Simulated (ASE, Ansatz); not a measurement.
## Electronic structure of rutile SnO2, size series (216 atoms)

What does DFT give for rutile SnO2, size series (216 atoms) as built?

Program: Ansatz 0.2.0. Level of theory: Kohn-Sham DFT, PBE, PAW (set soft_2), plane waves. Results are calculated unless marked as measured.

### Step 1. The structure

The cell holds 216 atoms: 72 Sn and 144 O. Its edges and angles: a = 14.211 Å, b = 14.211 Å, c = 12.744 Å, α = 90.0°, β = 90.0°, γ = 90.0°. It derives from SnO2 (rutile), repeated 3×3×4. Rutile SnO2 (cell 4.737, 4.737, 3.186, 90, 90, 90), 3 x 3 x 4 conventional cells; ideal positions.

Before any run, some limits are plain. Sampling is at Γ alone, for a cell whose shortest periodic width is 13 Å.

### Step 2. Plane-wave single point

The electrons are solved once, with the atoms held.

The input, input.yaml:

```yaml
crystal:
  lattice:
    - [14.211, 0.0, 0.0]
    - [0.0, 14.211, 0.0]
    - [0.0, 0.0, 12.744]
  atoms:
    - { symbol: Sn, position: [0.0, 0.0, 0.0] }
    - { symbol: Sn, position: [0.16667, 0.16667, 0.125] }
    - { symbol: O, position: [0.10233, 0.10233, 0.0] }
    - { symbol: O, position: [0.231, 0.231, 0.0] }
    - { symbol: O, position: [0.06433, 0.269, 0.125] }
    - { symbol: O, position: [0.269, 0.06433, 0.125] }
    - { symbol: Sn, position: [0.0, 0.0, 0.25] }
    - { symbol: Sn, position: [0.16667, 0.16667, 0.375] }
    - { symbol: O, position: [0.10233, 0.10233, 0.25] }
    - { symbol: O, position: [0.231, 0.231, 0.25] }
    - { symbol: O, position: [0.06433, 0.269, 0.375] }
    - { symbol: O, position: [0.269, 0.06433, 0.375] }
    - { symbol: Sn, position: [0.0, 0.0, 0.5] }
    - { symbol: Sn, position: [0.16667, 0.16667, 0.625] }
    - { symbol: O, position: [0.10233, 0.10233, 0.5] }
    - { symbol: O, position: [0.231, 0.231, 0.5] }
    - { symbol: O, position: [0.06433, 0.269, 0.625] }
    - { symbol: O, position: [0.269, 0.06433, 0.625] }
    - { symbol: Sn, position: [0.0, 0.0, 0.75] }
    - { symbol: Sn, position: [0.16667, 0.16667, 0.875] }
    - { symbol: O, position: [0.10233, 0.10233, 0.75] }
    - { symbol: O, position: [0.231, 0.231, 0.75] }
    - { symbol: O, position: [0.06433, 0.269, 0.875] }
    - { symbol: O, position: [0.269, 0.06433, 0.875] }
    - { symbol: Sn, position: [0.0, 0.33333, 0.0] }
    - { symbol: Sn, position: [0.16667, 0.5, 0.125] }
    - { symbol: O, position: [0.10233, 0.43567, 0.0] }
    - { symbol: O, position: [0.231, 0.56433, 0.0] }
    - { symbol: O, position: [0.06433, 0.60233, 0.125] }
    - { symbol: O, position: [0.269, 0.39767, 0.125] }
    - { symbol: Sn, position: [0.0, 0.33333, 0.25] }
    - { symbol: Sn, position: [0.16667, 0.5, 0.375] }
    [... 178 atom lines left out ...]
    - { symbol: Sn, position: [0.66667, 0.66667, 0.75] }
    - { symbol: Sn, position: [0.83333, 0.83333, 0.875] }
    - { symbol: O, position: [0.769, 0.769, 0.75] }
    - { symbol: O, position: [0.89767, 0.89767, 0.75] }
    - { symbol: O, position: [0.731, 0.93567, 0.875] }
    - { symbol: O, position: [0.93567, 0.731, 0.875] }
kpoints:
  mp_grid: { grid: [1, 1, 1] }
hamiltonian:
  xc: pbe
scf:
  occupations: { method: fixed }
output:
  forces: true
  stress: true
  populations: true
  dos:
    method: { smearing: { sigma: 0.08 } }
    de: 0.1
    projected: { site_lists: { O: [O], Sn: [Sn] } }
  eigenvalues: true
  write_density: true
  write_potential: true
  volumetric_format: npy
```

Command:

```bash
$ ansatz run input.yaml --threads 8 --pin off --max-ram 15872MiB --backend cpu --events-out ev --progress --plain --runs-dir out
```

Numbers of over 12 decimals in the logs are rounded to 6 here.

The program printed:

```text
Warning: the atoms were moved onto the symmetric positions of the space group found under crystal.symmetry.tolerance 1.0e-5 (fractional; no operation is sought that the atoms, as they stand in a round, miss by more than twice it, and no atom is moved by as much as it), and the run uses the moved positions. [...]
Engine: ansatz 0.2.0, aarch64-unknown-linux-gnu
Pseudopotentials: kind: paw
Pseudopotential: Sn, paw, valence charge 14, recommended cutoff 420 eV (normal), Sn.paw.azcp
Pseudopotential: O, paw, valence charge 6, recommended cutoff 420 eV (normal), O.paw.azcp
[... 5 lines on functional and potentials left out ...]
Crystal: 216 atoms, lattice volume = 2573.683 Å³
Basis set: ecut = 420 eV, 50215 PW (Γ), exchange–correlation on 192×192×180 points (8 copies of the dense FFT grid, shifted against one another)
Bands: 1152, of which v1, the nominal top of the filled ones, is band 936 counted from 1 (935 counted from 0)
Symmetry: 576 space group operations
Space group: P42/mnm (ITA 136), of the structure as read, at distance tolerance 1.4e-4 Å
k-points: 1
[... 5 lines on functional and potentials left out ...]
Initial density: superposition of atomic densities (neutral atoms: chi_scale 0, normalization atom), corrected by the library's trained network
Initial wavefunctions: pseudopotential atomic-orbital guess
Functional: x = pbe(κ = 0.804, μ = 0.219515), c = pbe(β = 0.066725)
SCF iter   1: F=—  HF=-515441.543484 eV  |F-HF|=—  |Δ(HF+E_count)|=         —  Δρ=1.05e-3  dr2=6.99e-3  ethr=1.77e-3  ⟨swp⟩=4.0  Hψ=4166  notcnv=0  defer=211
preconditioner: auto → Resta (q_TF=auto, 2.587 Å⁻¹)  ε∞=3.6  [insulator: Δε(μ)=1.287 eV  Ē_g=19.762 eV  n_scr=750 (ndim 8)  ℏωp=31.7 eV  f_vac=0.027  ε∞_Penn≈3.6]
SCF iter   2: F=—  HF=-515441.594330 eV  |F-HF|=—  |Δ(HF+E_count)|=   5.08e-2  Δρ=5.85e-4  dr2=2.62e-3  ethr=3.73e-7  ⟨swp⟩=3.0  Hψ=2323  notcnv=0  defer=211
SCF iter   3: F=—  HF=-515441.606877 eV  |F-HF|=—  |Δ(HF+E_count)|=   1.25e-2  Δρ=2.63e-4  dr2=1.42e-3  ethr=1.40e-7  ⟨swp⟩=2.0  Hψ=1877  notcnv=0  defer=211
SCF iter   4: F=—  HF=-515441.606653 eV  |F-HF|=—  |Δ(HF+E_count)|=   2.23e-4  Δρ=6.63e-5  dr2=9.26e-5  ethr=7.59e-8  ⟨swp⟩=2.0  Hψ=1512  notcnv=0  defer=211
SCF iter   5: F=—  HF=-515441.606791 eV  |F-HF|=—  |Δ(HF+E_count)|=   1.38e-4  Δρ=1.74e-5  dr2=4.08e-6  ethr=4.95e-9  ⟨swp⟩=2.0  Hψ=1772  notcnv=0  defer=211
SCF iter   6: F=—  HF=-515441.606803 eV  |F-HF|=—  |Δ(HF+E_count)|=   1.22e-5  Δρ=5.36e-6  dr2=5.84e-7  ethr=2.18e-10  ⟨swp⟩=2.0  Hψ=1517  notcnv=0  defer=211
SCF iter   7: F=-515441.606803 eV  HF=-515441.606803 eV  |F-HF|=6.39e-8  |Δ(HF+E_count)|=   9.09e-8  Δρ=1.85e-6  dr2=8.18e-8  ethr=5.34e-12  ⟨swp⟩=18.0  Hψ=9335  notcnv=0
SCF 1 converged in 7 iterations: F = -515441.606803 eV  dr2 = 8.18e-8
  greatest PAW one-centre occupation: 0.996 electrons in one spin orbital (limit 2), on the Sn atom at site 211 (counted from 0), in its partial waves of l = 2
SCF converged after 7 iterations
Free energy (F): -515441.606803 eV
Harris-Foulkes:  -515441.606803 eV  (|F-HF|=6.39e-8)
Internal energy: -515441.606803 eV  (E = F + TS)
E sigma→0 (E₀):  -515441.606803 eV
Fermi energy:    9.539655 eV
--- Per-component energies (eV) ---
  E_band       = -4102.675615
  E_kinetic    = 39075.325435
  E_local      = -102943.892837  (includes V_loc(G=0)·N_el)
  E_nonlocal   = 4857.285414
  E_hartree    = 53665.178992
  E_xc         = -37978.090154
  E_vxc        = -20306.243574  (∫ρ·V_xc dr)
  E_paw        = -321499.557927  (= ΣΔE_a)
  E_vpaw       = -32115.902685  (= ΣTr[D̂ρ^β])
  E_aug_tail   = 0.360636  (compensation charges beyond the density's cutoff)
  E_ewald      = -150618.216362
  E_smearing   = -0.000000  (= −TS)
  E_closure    = 0.000000  (closes the sum)
  Σ components = -515441.606803   (vs F -515441.606803, Δ=0.00e0)
--- Forces (eV/Å), atoms counted from 1 ---
  atom   1  Sn     0.00000000    -0.00000000     0.00000000
  atom   2  Sn    -0.00000000     0.00000000     0.00000000
  atom   3  O     -0.18536532    -0.18536532    -0.00000000
  atom   4  O      0.18536532     0.18536532    -0.00000000
  atom   5  O      0.18536532    -0.18536532    -0.00000000
  atom   6  O     -0.18536532     0.18536532    -0.00000000
  atom   7  Sn     0.00000000    -0.00000000    -0.00000000
  atom   8  Sn    -0.00000000     0.00000000     0.00000000
  atom   9  O     -0.18536532    -0.18536532    -0.00000000
  atom  10  O      0.18536532     0.18536532    -0.00000000
  atom  11  O      0.18536532    -0.18536532    -0.00000000
  atom  12  O     -0.18536532     0.18536532    -0.00000000
  atom  13  Sn     0.00000000    -0.00000000     0.00000000
  atom  14  Sn    -0.00000000     0.00000000     0.00000000
[...]
atom 215  O      0.18536532    -0.18536532     0.00000000
  atom 216  O     -0.18536532     0.18536532     0.00000000
  max |Σ_I F_I| component: 7.55e-15 eV/Å
--- Stress (GPa, compression-positive) ---
       10.109928      -0.000000      -0.000000
        0.000000      10.109928      -0.000000
       -0.000000      -0.000000      13.113553
  P = ⅓ Tr σ = 11.1111 GPa (111.111 kbar)
--- Band table (eV) ---
  k-point 0: bands = ["-11.5829", "-11.4776", "-11.4776", "-11.4776", [... 1136 levels ...], "20.6130", "20.6130", "20.6130", "20.6130", "20.7294", "20.7294", "20.7294", "20.7294", "20.7294", "20.7294", "20.7294", "20.7294"]
--- Löwdin populations: 216 sites ---
  site symbol       q [e]
     0     Sn     12.2463
     1     Sn     12.2463
     2      O      6.8106
[...]
215      O      6.8106
  spilling = 0.005094 (of n_electrons = 1872.000000)
```

Elapsed: 1.9 min, on 8 threads of Arm Neoverse V1, shared host; peak memory 6.2 GiB; 15 min of CPU time.

The program notes that positions were snapped to a detected symmetry.

Read from the output:

```
free energy                                      : -515441.6068 eV
free energy per atom                             : -2386.3037 eV/atom
SCF cycles                                       : 7
pressure                                         : 11.11 GPa
r.m.s. force component                           : 0.1236 eV/Å
longest force                                    : 0.2621 eV/Å
Fermi energy                                     : 9.54 eV
gap (highest filled to lowest empty level) : 1.284 eV
spilling of the projection                       : 0.005094
```

Length of the force by element:

| element | coordination | atoms | mean length of the force (eV/Å) | spread | least | most |
| --- | --- | --- | --- | --- | --- | --- |
| O | all | 144 | 0.262 | 0 | 0.262 | 0.262 |
| Sn | all | 72 | 0 | 0 | 0 | 0 |

Löwdin charges by element (they lack the spilled electrons, 0.044 e an atom on average):

| element | coordination | atoms | mean charge (e) | spread | least | most |
| --- | --- | --- | --- | --- | --- | --- |
| O | all | 144 | -0.811 | 0 | -0.811 | -0.811 |
| Sn | all | 72 | 1.75 | 0 | 1.75 | 1.75 |

Density of states as counts of states in windows of 1 eV (from the Fermi level), total and the larger projections:

| from (eV) | to (eV) | total | O p | Sn s | Sn p |
| --- | --- | --- | --- | --- | --- |
| -14 | -9 | 0.0 | 0.0 | 0.0 | 0.0 |
| -9 | -8 | 6.0 | 3.4 | 2.3 | 0.0 |
| -8 | -7 | 72.4 | 42.3 | 24.1 | 2.3 |
| -7 | -6 | 27.6 | 16.8 | 7.0 | 1.7 |
| -6 | -5 | 60.9 | 41.5 | 7.7 | 7.7 |
| -5 | -4 | 95.3 | 72.6 | 2.7 | 17.6 |
| -4 | -3 | 125.2 | 100.2 | 0.4 | 18.7 |
| -3 | -2 | 116.8 | 100.4 | 1.4 | 9.4 |
| -2 | -1 | 220.5 | 211.1 | 0.4 | 2.4 |
| -1 | 0 | 138.7 | 135.6 | 0.1 | 0.8 |
| 0 | 1 | 0.6 | 0.6 | 0.0 | 0.0 |
| 1 | 2 | 2.0 | 0.1 | 1.3 | 0.0 |
| 2 | 3 | 0.0 | 0.0 | 0.0 | 0.0 |
| 3 | 4 | 12.3 | 3.6 | 5.3 | 0.9 |
| 4 | 5 | 38.8 | 12.4 | 17.0 | 3.3 |

The curve was stored every 0.10 eV, coarse against its broadening of 0.08 eV, so these counts are rough.

With fixed occupations the program's Fermi level is the highest filled level; weight inside the gap is the broadening of levels at its edges.

Between -22 and -14 eV lie 1008 more states.

The levels nearest the highest filled one (over half full), pooled over k-points and spins:

| level less the highest filled one (eV) | occupation |
| --- | --- |
| -0.501 | 2 |
| -0.441 | 2 |
| -0.441 | 2 |
| -0.441 | 2 |
| -0.441 | 2 |
| 0 | 2 |
| 1.28 | 0 |
| 3.22 | 0 |
| 3.22 | 0 |
| 3.22 | 0 |
| 3.22 | 0 |
| 3.86 | 0 |

Valence density in the ab plane at fractional z = 0.000, with atoms of Sn and O within 0.2 Å of it. It is the smooth field of the valence electrons, not physical close to the nuclei.

Ten steps, logarithmic in the rise over the least value, from '0' (0 e/Å³) to '9' (14 e/Å³), each cell a mean:
```
87420001233357863110012334687521101133347
33111012577533321110136764333211012477643
11000113688631000001247875210000012578732
00122222344310001222223442100112222344321
01367642111100024676321110001257753111100
12478752101111225787420001112368863101011
65445421001235643454210112465445531001135
98531101011369974211000124799631101010258
87421001233358863110012334688521101133347
32111012577533321110136764333211002467643
00000113688631000001247875210000012578732
00123222344310001232224442100122322344321
01357642111100024676321110001257753111100
12478752101111125787420001112368863101011
65445421001246654454210012566445431001135
98531101011369974211000124799631101010258
87421001133358863110012334688521101123347
32111012577533221110136764332211012477643
11000113688631010101246874210000012578632
00122222344310001232224542100122222345321
01367642111100024676321110001257753111100
12478752101111225787420001112368863101011
65445431001246654554210112466445531001135
98531101011369974211000124799631101010258
```
Columns run along a (14.2 Å), rows up along b (14.2 Å). Atoms in or near the plane, at fractional coordinates: Sn at (0.00, 0.00), O at (0.10, 0.10), O at (0.23, 0.23), Sn at (0.00, 0.33), O at (0.10, 0.44), O at (0.23, 0.56), Sn at (0.00, 0.67), O at (0.10, 0.77), O at (0.23, 0.90), Sn at (0.33, 0.00), O at (0.44, 0.10), O at (0.56, 0.23), Sn at (0.33, 0.33), O at (0.44, 0.44) and more.

Electrostatic potential energy in the ab plane at fractional z = 0.000, with atoms of Sn and O within 0.2 Å of it. With pseudopotentials it is smooth inside the atoms' cores, unlike the true potential.

Values in eV, 13 rows by 16 columns, each cell a mean:
```
  4   8  15   3  -3   5   4  14  10  -4   3   3  12  14  -2   1
 14  14  12 -12  -3  14  14  12  -1 -14  13  14  13   8 -18   8
 13 -11  -3  13  14  14   0 -12  11  14  14   9 -17   6  13  14
  4  -5   8  14   5   5  -2   1  15   9   4   1  -4  13  12   3
  9   5  15  12   1  13   2  14  15   3   9   3  11  16   8   3
 10  13  13 -18  -9   9  12  13  -3 -23   8  11  13   9 -27   3
 15   2   5  10  14  15   9   0  10  12  15  14  -1   8  10  15
  3 -15  -1  14   9   4  -7 -12  14  12   4   1 -18   9  13   6
 14   4  15  14   1  18   2  14  15   5  13   5  10  16  11   4
  4  11  14 -10  -8   4   8  14   2 -15   3   6  13  11 -17   0
 15  12  10   0   7  15  14   9   5   1  15  15  10   9  -3  12
  9 -20  -6  13  13   9  -6 -20  12  13  10   5 -26   6  14  11
  9   3  14  14   2  12   1  11  15   6   8   3   8  15  11   3
```
Columns run along a (14.2 Å; values clipped at the 3rd and 97th percentile), rows up along b (14.2 Å). Atoms in or near the plane, at fractional coordinates: Sn at (0.00, 0.00), O at (0.10, 0.10), O at (0.23, 0.23), Sn at (0.00, 0.33), O at (0.10, 0.44), O at (0.23, 0.56), Sn at (0.00, 0.67), O at (0.10, 0.77), O at (0.23, 0.90), Sn at (0.33, 0.00), O at (0.44, 0.10), O at (0.56, 0.23), Sn at (0.33, 0.33), O at (0.44, 0.44) and more.

Mean Löwdin charges: O -0.81, Sn +1.75 e (they miss 0.51 % of the electrons, so they add up to more than the cell's charge). The largest share in the top eV of filled states is O p (99 % of the projected weight), and in the lowest eV of empty states Sn s (65 % of the projected weight).

### Step 3. Local order

Bonds and neighbours are counted at the geometry of the runs.

Density 7.00 g/cm³, 11.92 Å³ an atom.

g(r), total and by pair (bins of 0.2 Å):

| r (Å) | total | O-O | O-Sn | Sn-Sn |
| --- | --- | --- | --- | --- |
| 2.00 | 4.41 | 0.00 | 9.90 | 0.00 |
| 2.20 | 0.00 | 0.00 | 0.00 | 0.00 |
| 2.40 | 0.00 | 0.00 | 0.00 | 0.00 |
| 2.60 | 0.48 | 1.07 | 0.00 | 0.00 |
| 2.80 | 0.00 | 0.00 | 0.00 | 0.00 |
| 3.00 | 2.96 | 6.65 | 0.00 | 0.00 |
| 3.20 | 0.94 | 1.41 | 0.00 | 2.82 |
| 3.40 | 0.54 | 1.21 | 0.00 | 0.00 |
| 3.60 | 0.99 | 0.00 | 2.23 | 0.00 |
| 3.80 | 1.80 | 0.00 | 2.00 | 8.20 |
| 4.00 | 0.00 | 0.00 | 0.00 | 0.00 |
| 4.20 | 1.97 | 1.25 | 3.19 | 0.00 |
| 4.40 | 0.00 | 0.00 | 0.00 | 0.00 |
| 4.60 | 0.88 | 1.30 | 0.67 | 0.00 |
| 4.80 | 1.94 | 1.27 | 2.44 | 2.55 |
| 5.00 | 1.49 | 2.21 | 1.15 | 0.00 |
| 5.20 | 0.23 | 0.52 | 0.00 | 0.00 |
| 5.40 | 0.88 | 1.97 | 0.00 | 0.00 |
| 5.60 | 0.80 | 0.00 | 1.80 | 0.00 |
| 5.80 | 1.53 | 1.74 | 0.00 | 6.83 |
| 6.00 | 1.43 | 1.59 | 1.62 | 0.00 |
| 6.20 | 0.67 | 0.00 | 1.49 | 0.00 |
| 6.40 | 0.55 | 0.35 | 0.70 | 0.70 |
| 6.60 | 0.71 | 0.64 | 0.64 | 1.27 |
| 6.80 | 0.82 | 1.84 | 0.00 | 0.00 |
| 7.00 | 0.77 | 0.00 | 1.73 | 0.00 |
| 7.20 | 1.10 | 0.82 | 1.67 | 0.00 |
| 7.40 | 2.08 | 2.09 | 2.08 | 2.06 |

Bonds by pair of elements; cutoffs follow the first minimum of g(r), held within bounds set by covalent radii, and pairs that aren't listed don't count as bonded:

| pair A-B | cutoff (Å) | bonds | mean length (Å) | spread (Å) | shortest (Å) | B about A | A about B |
| --- | --- | --- | --- | --- | --- | --- | --- |
| O-Sn | 2.48 | 432 | 2.05 | 0.002 | 2.05 | 3 | 6 |

How many atoms have how many bonded neighbours:

| element | mean | 3 | 6 |
| --- | --- | --- | --- |
| O | 3 | 144 | 0 |
| Sn | 6 | 0 | 72 |

Bond angles, per cent of each kind in bins of 5°:

| angle (°) | O-Sn-O | Sn-O-Sn |
| --- | --- | --- |
| 75–80 | 13.3 | 0.0 |
| 80–85 | 0.0 | 0.0 |
| 85–90 | 21.5 | 0.0 |
| 90–95 | 31.9 | 0.0 |
| 95–100 | 0.0 | 0.0 |
| 100–105 | 13.3 | 33.3 |
| 105–110 | 0.0 | 0.0 |
| 110–115 | 0.0 | 0.0 |
| 115–120 | 0.0 | 0.0 |
| 120–125 | 0.0 | 0.0 |
| 125–130 | 0.0 | 66.7 |
| 130–135 | 0.0 | 0.0 |
| 135–140 | 0.0 | 0.0 |
| 140–145 | 0.0 | 0.0 |
| 145–150 | 0.0 | 0.0 |
| 150–155 | 0.0 | 0.0 |
| 155–160 | 0.0 | 0.0 |
| 160–165 | 0.0 | 0.0 |
| 165–170 | 0.0 | 0.0 |
| 170–175 | 0.0 | 0.0 |
| 175–180 | 20.0 | 0.0 |

Bond angles (no mean is given where the spread exceeds 20°):

| angle | count | mean (°) | spread (°) |
| --- | --- | --- | --- |
| O-Sn-O | 1080 | - | - |
| Sn-O-Sn | 432 | 120 | 12.8 |

Rings of the network by King's shortest-path rule, up to 12 atoms, one path for each pair of neighbours; H, halogens, alkali and alkaline-earth atoms are left out, and the last column divides by all other atoms, bonded or not:

| ring size (atoms) | rings | per network atom |
| --- | --- | --- |
| 4 | 72 | 0.333 |
| 6 | 288 | 1.33 |
| 8 | 205 | 0.949 |

By these cutoffs all O atoms have 3 and all Sn atoms have 6 bonded neighbours. Rings of 6 atoms are the most common (51 % of those counted); sizes run from 4 to 8.

Local excerpt of 13 atoms (numbers count through the whole input) about O3, which bears the longest force; x, y, z are measured from there.

| atom | x | y | z | distance (Å) | bonds | Löwdin charge (e) | Fx | Fy | Fz (eV/Å) |
| --- | --- | --- | --- | --- | --- | --- | --- | --- | --- |
| O3 | 0.00 | 0.00 | 0.00 | 0.00 | 3 | -0.81 | -0.185 | -0.185 | 0.000 |
| Sn2 | 0.91 | 0.91 | 1.59 | 2.05 | 6 | 1.75 | 0.000 | 0.000 | 0.000 |
| Sn20 | 0.91 | 0.91 | -1.59 | 2.05 | 6 | 1.75 | 0.000 | 0.000 | 0.000 |
| Sn1 | -1.45 | -1.45 | 0.00 | 2.06 | 6 | 1.75 | 0.000 | 0.000 | 0.000 |
| O4 | 1.83 | 1.83 | 0.00 | 2.59 | 3 | -0.81 | 0.185 | 0.185 | 0.000 |
| O53 | -0.54 | -2.37 | 1.59 | 2.90 | 3 | -0.81 | 0.185 | -0.185 | 0.000 |
| O71 | -0.54 | -2.37 | -1.59 | 2.90 | 3 | -0.81 | 0.185 | -0.185 | 0.000 |
| O150 | -2.37 | -0.54 | 1.59 | 2.90 | 3 | -0.81 | -0.185 | 0.185 | 0.000 |
| O168 | -2.37 | -0.54 | -1.59 | 2.90 | 3 | -0.81 | -0.185 | 0.185 | 0.000 |
| O5 | -0.54 | 2.37 | 1.59 | 2.91 | 3 | -0.81 | 0.185 | -0.185 | 0.000 |
| O6 | 2.37 | -0.54 | 1.59 | 2.91 | 3 | -0.81 | -0.185 | 0.185 | 0.000 |
| O23 | -0.54 | 2.37 | -1.59 | 2.91 | 3 | -0.81 | 0.185 | -0.185 | 0.000 |
| O24 | 2.37 | -0.54 | -1.59 | 2.91 | 3 | -0.81 | -0.185 | 0.185 | 0.000 |

The column of bonds counts only the pairs O-Sn within 2.48 Å; other neighbours, such as metal atoms beside each other in a compound, aren't counted, and periodic images can show an atom twice.

### Step 4. What came out

```
free energy per atom                             : -2386.3037 eV/atom
density                                          : 7.001 g/cm³
pressure                                         : 11.11 GPa
r.m.s. force component                           : 0.1236 eV/Å
gap (highest filled to lowest empty level) : 1.284 eV
wall time of the 1 DFT run                       : 1.9 min
```

**Reading.** The highest filled and lowest empty levels differ by 1.28 eV at Γ alone; the mesh holds the band edges only if they fold onto it, so the gap at this level can be narrower or closed, while semilocal functionals tend to narrow gaps against experiment. Counting bonds as in the table, all O atoms have 3 and all Sn atoms have 6 bonded neighbours.

**Limits.** The geometry was built by rule and isn't relaxed at this level: its force components are 0.12 eV/Å r.m.s. The stress is far from hydrostatic: its diagonal is 10.1, 10.1, 13.1 GPa, compression counted positive. The pressure of 11 GPa shows the cell to be compressed for this functional.

[Logs are printed without paths, hosts, clocks, repeated set-up lines and the standing remarks that a program may print on its own settings, such as how far it seeks lower states.]

[Hosts, paths, dates, database ids (printed as entryN), source tags and the programs' standing remarks are cut or masked in the printed files.]
